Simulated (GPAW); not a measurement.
## Magnetic state of 1 ML Co on Pd(111), fcc site, 3 substrate layers from several starts

Wanted: the moments of 1 ML Co on Pd(111), fcc site, 3 substrate layers and the energy of each order that was tried.

Program: GPAW 26.7.0. Level of theory: PBE; plane waves with GPAW's PAW setups, scalar-relativistic. Results are calculated unless marked as measured.

## Step 1: Starting point

The cell holds 4 atoms: 3 Pd and 1 Co. Cell: a = 2.753 Å, b = 2.753 Å, c = 20.586 Å, α = 90.0°, β = 90.0°, γ = 120.0°. pseudomorphic film on the substrate's lattice, hard-sphere layer spacings, unrelaxed, 14 A of vacuum. Vacuum lies along c.

Structure file:

```cif
data_structure
_symmetry_space_group_name_H-M 'P 1'
_symmetry_Int_Tables_number 1
_cell_length_a 2.7528
_cell_length_b 2.7528
_cell_length_c 20.5862
_cell_angle_alpha 90.000
_cell_angle_beta 90.000
_cell_angle_gamma 120.000
_cell_volume 135.10
loop_
_atom_site_label
_atom_site_type_symbol
_atom_site_fract_x
_atom_site_fract_y
_atom_site_fract_z
_atom_site_occupancy
Pd1 Pd 0.00000 0.00000 0.34003 1
Pd2 Pd 0.66667 0.33333 0.44921 1
Pd3 Pd 0.33333 0.66667 0.55840 1
Co4 Co 0.00000 0.00000 0.65997 1
```

## Step 2: Order 1, typed as ferro +

The parallel start comes first: it fits the smallest cell, keeps the most symmetry and shows whether parallel moments form.

Contents of order1.py:

```python
import json
import numpy as np
from ase import Atoms
from ase.parallel import paropen, parprint
from gpaw import GPAW

atoms = Atoms(['Pd', 'Pd', 'Pd', 'Co'],
    cell=[[2.752767, 0.0, 0.0],
         [-1.376383, 2.383966, 0.0],
         [0.0, 0.0, 20.586178]],
    scaled_positions=[[0.0, 0.0, 0.340034],
         [0.666667, 0.333333, 0.449215],
         [0.333333, 0.666667, 0.558396],
         [0.0, 0.0, 0.659966]],
    pbc=True,
    magmoms=[0.0, 0.0, 0.0, 2.0])
atoms.calc = GPAW(mode={'name': 'pw', 'ecut': 500},
    xc='PBE',
    kpts={'size': (14, 14, 1), 'gamma': True},
    occupations={'name': 'fermi-dirac', 'width': 0.05},
    convergence={'density': 1e-05, 'energy': 1e-05},
    maxiter=250,
    symmetry={'tolerance': 1e-4},
    txt='order1.txt')
e = atoms.get_potential_energy(force_consistent=True)
res = {'free_energy': e, 'energy_sigma0': atoms.get_potential_energy(), 'fermi_energy': atoms.calc.get_fermi_level()}
res['moments'] = atoms.get_magnetic_moments().tolist()
res['total'] = atoms.get_magnetic_moment()
parprint('site moments (muB):', np.round(res['moments'], 3))
parprint(f"total moment: {res['total']:.3f} muB")
parprint(f'free energy: {e:.6f} eV')
atoms.calc.write('order1.gpw')
with paropen('results.json', 'w') as f:
    json.dump(res, f)
```

The run is started by

```
> OMP_NUM_THREADS=1 mpirun -n 4 gpaw python order1.py > order1.log
```

Numbers of over 12 decimals in the logs are rounded to 6 here.

Log:

```text
site moments (muB): [0.113 0.257 0.331 2.038]
total moment: 2.668 muB
free energy: -18.184052 eV

--- order1.txt ---
Input parameters:
  mode=PW(ecut=500),
  convergence={'density': 1e-05, 'energy': 1e-05},
  kpts=MonkhorstPack(size=(14, 14, 1), gamma=True),
  maxiter=250,
  occupations=Occupations(name='fermi-dirac', width=0.05),
  symmetry=Symmetry(tolerance=0.0001),
  xc=XC(name='PBE')

Diagonalizing LCAO Hamiltonian
Converting LCAO to pw mode

       Co

        Pd

           Pd

       Pd

Atoms  # Å, Bohr magnetons
|   | symbol |         x |        y |         z |    initial magnetic moments |
|---|--------|-----------|----------|-----------|-----------------------------|
| 0 |     Pd |  0.000000 | 0.000000 |  7.000000 | ( 0.0000,  0.0000,  0.0000) |
| 1 |     Pd |  1.376385 | 0.794655 |  9.247620 | ( 0.0000,  0.0000,  0.0000) |
| 2 |     Pd | -0.000001 | 1.589311 | 11.495239 | ( 0.0000,  0.0000,  0.0000) |
| 3 |     Co |  0.000000 | 0.000000 | 13.586178 | ( 0.0000,  0.0000,  2.0000) |

Unit cell  # Å
| periodic |         x |        y |         z |   lengths |     angles |
|----------|-----------|----------|-----------|-----------|------------|
|      yes |  2.752767 | 0.000000 |  0.000000 |  2.752767 |  90.000000 |
|      yes | -1.376383 | 2.383966 |  0.000000 |  2.752767 |  90.000000 |
|      yes |  0.000000 | 0.000000 | 20.586178 | 20.586178 | 119.999993 |

Number of symmetries: 6

BZ-sampling:
  Number of BZ points: 196
  Number of IBZ points: 24

  Monkhorst-Pack size: [14, 14, 1]
  Monkhorst-Pack shift: [0.035714, 0.035714, 0.0]

K-points  # in reciprocal-cell coordinates
|     |                                coordinates |     weight |
|-----|--------------------------------------------|------------|
|   0 | (  0.00000000,   0.00000000,   0.00000000) | 0.00510204 |
|   1 | (  0.07142857,   0.00000000,   0.00000000) | 0.03061224 |
|   2 | (  0.14285714,  -0.07142857,   0.00000000) | 0.03061224 |
|   3 | (  0.14285714,   0.00000000,   0.00000000) | 0.03061224 |
|   4 | (  0.21428571,  -0.07142857,   0.00000000) | 0.06122449 |
|   5 | (  0.21428571,   0.00000000,   0.00000000) | 0.03061224 |
|   6 | (  0.28571429,  -0.14285714,   0.00000000) | 0.03061224 |
|   7 | (  0.28571429,  -0.07142857,   0.00000000) | 0.06122449 |
|   8 | (  0.28571429,   0.00000000,   0.00000000) | 0.03061224 |
|   9 | (  0.35714286,  -0.14285714,   0.00000000) | 0.06122449 |
| ... |                                            |            |
|  23 | (  0.50000000,   0.50000000,   0.00000000) | 0.01530612 |

Plane wave coefficients: 3481
Cutoff: 500.0 eV

Spin-components: 2 (collinear spins)
Bands:           40
Projectors:      24
Spin-degeneracy: 1
Datatype:        complex128

Parallelization:
  kpt:    4
  domain: 1
  band:   1

Density:
  Valence electrons: 57.0
  Components: 2
  Grid points: [ 15  15 108]
  Charge: 0.0  # |e|

Potential:
  Grid points: [ 15  15 108]

species:
  Pd:
    name:    Palladium
    Z:       46.0
    valence: 16
    core:    30
    charge:  0.0  # [|e|]
    compensation charges:
      type: gauss
      rc: 0.38  # [Å]
      lmax: 2
    cutoffs:
      filter: 2.38  # [Å]
      core: 2.28  # [Å]
    projectors
    | kind |    occ | energy [eV] | rcut [Å] |
    |------|--------|-------------|----------|
    |   5s |  0.000 |      -3.315 |    1.228 |
    |   4p |  6.000 |     -51.209 |    1.360 |
    |   5p |  0.000 |      -0.314 |    1.360 |
    |   4d | 10.000 |      -4.047 |    1.228 |
    |    s |        |      23.896 |    1.228 |
    |    d |        |      23.165 |    1.228 |

    Using partial waves for Pd as LCAO basis

  Co:
    name:    Cobalt
    Z:       27.0
    valence: 9
    core:    18
    charge:  0.0  # [|e|]
    compensation charges:
      type: gauss
      rc: 0.32  # [Å]
      lmax: 2
    cutoffs:
      filter: 1.87  # [Å]
      core: 2.55  # [Å]
    projectors
    | kind |    occ | energy [eV] | rcut [Å] |
    |------|--------|-------------|----------|
    |   4s |  2.000 |      -5.469 |    1.005 |
    |   4p |  0.000 |      -1.277 |    1.058 |
    |   3d |  7.000 |      -8.205 |    1.005 |
    |    s |        |      21.742 |    1.005 |
    |    p |        |      25.934 |    1.058 |
    |    d |        |      19.007 |    1.005 |

    Using partial waves for Co as LCAO basis

Reference energy: -449585.182060  # eV

eigensolver:
  PPCG
  Converge bands: occupied
  niter=2

density mixing:
  MSR1-Mixer
  Pratt-step length: 0.05
  Maximum mixing coefficient: 0.75
  Old densities: 10
  SVD Regularization: 0.005
  Good broyden scale: 1.0
  Trust region scale: 1.0
  Backstep threshold: 4.0
  History deletion threshold: 6.0
  Fourier metric: weight=20.0, sigma=0.015

occupation numbers:
  Fermi-Dirac:
    width: 0.0500  # eV

poisson solver:
  ecut: 4000.0  # eV

xc functional:
  name: PBE with 2 nearest neighbor stencil

convergence criteria:
- Maximum integral of absolute [dens]ity change: 1e-05 electrons / valence electron
- Maximum [total energy] change in last 3 cyles: 1e-05 eV / valence electron
- Maximum integral of absolute [eigenst]ate change: 4e-08 eV^2 / valence electron
maximum number of iterations: 250

SCF iterations
|iter     |      energy | eigst |  dens |  magmom |
|---------|-------------|-------|-------|---------|
|iter:   1|       0s |  -35.065396 | +0.28 |       |  +2.0013|
|iter:   2|       2s |  -46.236917 | -0.07 | -0.65 |  +1.9056|
|iter:   3|       4s |  -22.518881 | -0.69 | -0.66 |  +1.9314|
|iter:   4|       7s |  -22.697117 | -0.79 | -0.79 |  +1.8637|
|iter:   5|       9s |  -23.784720 | -1.05 | -0.83 |  +1.7738|
|iter:   6|      11s |  -20.749224 | -1.25 | -0.89 |  +1.7987|
|iter:   7|      13s |  -23.748953 | -1.35 | -0.99 |  +1.7392|
|iter:   8|      16s |  -20.298302 | -1.41 | -0.90 |  +1.7663|
|iter:   9|      18s |  -18.754793 | -1.57 | -1.20 |  +1.7769|
|iter:  10|      20s |  -18.137653 | -1.84 | -1.38 |  +1.8215|
[... 15 iterations left out ...]
|iter:  26|      56s |  -18.157128 | -4.97 | -2.95 |  +2.6513|
|iter:  27|      58s |  -18.157176c| -5.83 | -3.65 |  +2.6668|
|iter:  28|      61s |  -18.157145c| -6.39 | -3.65 |  +2.6655|
|iter:  29|      63s |  -18.157117c| -7.07 | -4.02 |  +2.6680|
|iter:  30|      65s |  -18.157156c| -7.49c| -4.00 |  +2.6682|
|iter:  31|      68s |  -18.157136c| -7.41c| -3.95 |  +2.6678|
|iter:  32|      69s |  -18.157123c| -7.62c| -4.45 |  +2.6676|
|iter:  33|      71s |  -18.157132c| -7.93c| -4.36 |  +2.6677|
|iter:  34|      72s |  -18.157132c| -7.84c| -4.98 |  +2.6677|
|iter:  35|      73s |  -18.157132c| -8.57c| -5.18c|  +2.6677|

Converged in 35 steps
Energy contributions relative to reference atoms: (reference = -449585.182060)

Energy contributions:
  Kinetic:          -2.159098
  Coulomb:         -10.626830
  Zero:             -0.416549
  External:          0.000000
  Xc:               -4.927735
  Entropy:          -0.053840
  Spinorbit:         0.000000
  ----------------------------
  Free energy:     -18.184052
  Extrapolated:    -18.157132

dipole moment: (-7.758827, -13.429767, 0.032493)  # |e|*Ang

Total magnetic moment: (0.000000, 0.000000, 2.667743)

Local magnetic moments
|        x |        y |        z |
|----------|----------|----------|
| 0.000000 | 0.000000 | 0.112959 |  # Pd   0
| 0.000000 | 0.000000 | 0.257160 |  # Pd   1
| 0.000000 | 0.000000 | 0.330862 |  # Pd   2
| 0.000000 | 0.000000 | 2.038068 |  # Co   3

Fermi level: 1.114
Eigenvalues  # (at kpt = [0.000, 0.000, 0.000])
| band index |      eig [eV] | occ [0-1] |      eig [eV] | occ [0-1] |
|------------|---------------|-----------|---------------|-----------|
|          0 |       -49.338 |     1.000 |       -48.996 |     1.000 |
|        ... |               |           |               |           |
|         24 |        -0.723 |     1.000 |         0.209 |     1.000 |
|         25 |        -0.723 |     1.000 |         0.291 |     1.000 |
|         26 |        -0.232 |     1.000 |         0.797 |     0.998 |
|         27 |        -0.232 |     1.000 |         0.797 |     0.998 |
|         28 |         0.201 |     1.000 |         0.999 |     0.909 |
|         29 |         0.201 |     1.000 |         0.999 |     0.909 |
|         30 |         0.882 |     0.990 |         1.186 |     0.192 |
|         31 |         0.882 |     0.990 |         1.589 |     0.000 |
|         32 |         1.092 |     0.607 |         1.589 |     0.000 |
|         33 |         2.295 |     0.000 |         2.310 |     0.000 |
|         34 |         5.808 |     0.000 |         5.780 |     0.000 |
|         35 |         6.230 |     0.000 |         6.251 |     0.000 |
|         36 |         7.636 |     0.000 |         7.660 |     0.000 |
|         37 |         8.774 |     0.000 |         8.851 |     0.000 |
|         38 |        11.140 |     0.000 |        11.224 |     0.000 |
|         39 |        11.306 |     0.000 |        11.336 |     0.000 |

No gap
No difference between direct/indirect transitions
```

Wall time 79 s (4 MPI ranks of Arm Neoverse V2, shared host); peak memory 0.99 GiB.

Spin moment in the augmentation sphere by atom:

| atom | spin moment in the augmentation sphere (μB) |
| --- | --- |
| Pd1 | 0.11 |
| Pd2 | 0.26 |
| Pd3 | 0.33 |
| Co4 | 2.04 |

This step gave:

| Item | Value |
| --- | --- |
| magnetization | 2.668 μB |
| final state | ferromagnetic |

After 35 cycles the largest moment stands at 2.04 μB.

[end of part 1 of 2]

[Logs and program files are shortened in this print: banners, set-up blocks, solver, clock and traceback lines can be left out without a mark of their own.]

[Logs are printed without paths, hosts, clocks, repeated set-up lines and the standing remarks that a program may print on its own settings, such as how far it seeks lower states.]

[Hosts, paths, dates, database ids (printed as entryN), source tags and the programs' standing remarks are cut or masked in the printed files.]

[Where a cell is said to come from a database of computed structures, the database is the Materials Project.]
